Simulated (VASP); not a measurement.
# H2Pt: single point with PBE

The system is H2Pt.

```
H Pt
1.0
     2.70395    0.00000    0.00000
    -1.35197    2.34169    0.00000
     0.00000    0.00000    4.47870
H Pt
2 1
Direct
  0.00000 0.00000 0.39746
  0.00000 0.00000 0.60254
  0.00000 0.00000 0.00000
```

The cell was built by a generator and needn't be a form met in nature.

The cell isn't the ideal one: random cell by space group and Wyckoff sites (P6/mmm, No. 191).

```yaml
Program: VASP 6.6.1
Task: single point
Functional: PBE
Potentials_or_basis: VASP PAW PBE potentials, release 64 (H, Pt)
Cutoff: 520 eV
k_mesh: 9 × 9 × 4
Occupations: gaussian, width 0.1 eV
Spin: no spin polarisation
```

```yaml
Pressure: -0.4 GPa
Largest_force: 0.009 eV/Å
Band_gap_on_the_k_mesh: none (metal or under the smearing width)
```

Forces in eV/Å, atoms in the order of the input:
```
H    0.000  0.000  0.009
H    0.000  0.000 -0.009
Pt   0.000  0.000  0.000
```

Stress tensor (GPa, compression positive):
```
-0.46  0.00  0.00
 0.00 -0.46  0.00
 0.00  0.00 -0.14
```

Levels at points of the mesh, in eV from the Fermi level:
```csv
k point,band 2,band 3,band 4,band 5,band 6,band 7,band 8,band 9,band 10,band 11
"(0.00, 0.00, 0.00)",-6.45,-2.70,-2.70,-0.08,-0.08,0.70,3.04,15.19,15.76,17.05
"(0.00, 0.00, 0.50)",-7.16,-4.01,-2.70,-2.70,-0.11,-0.11,8.12,14.56,17.18,17.83
```

It took 10 s on 1 thread of Intel(R) Xeon(R) Platinum 8259CL CPU @ 2.50GHz (Skylake/Cascade Lake) (shared host), peak memory 0.14 GiB.

Spin-orbit coupling is left out, which matters for the levels of Pt.
